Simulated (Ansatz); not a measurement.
Crystal: Hf.

```
Hf
1.0
     0.00000    2.22000    2.22000
     2.22000    0.00000    2.22000
     2.22000    2.22000    0.00000
Hf
1
Direct
  0.00000 0.00000 0.00000
```

This isn't the form of Hf at room conditions, which is hcp.

Program: Ansatz 0.2.0. Alike in all runs: task band structure; potentials or basis Ansatz PAW; cell as given; smearing fermi-dirac 0.05 eV.

Problem. Order these runs on this cell by their pressure, lowest first.
A. level r2SCAN; spin off; k mesh 10 × 10 × 10; cutoff (eV) 500
B. level LDA; spin SOC, no magnetisation; k mesh 7 × 7 × 7; cutoff (eV) 420
C. level BLYP; spin off; k mesh 10 × 10 × 10; cutoff (eV) 420
D. level PBEsol; spin off; k mesh 10 × 10 × 10; cutoff (eV) 420

Solution. B (-5.6 GPa), D (-1.7 GPa), A (2.5 GPa), C (6.0 GPa).

Caveats: the PAW data sets come from PBE, with cores solved anew for the run's functional, which leaves a small shift of forces and pressure; the potentials were made for another functional, which shifts forces and pressure (some runs).

Not every run made on this cell is shown here.
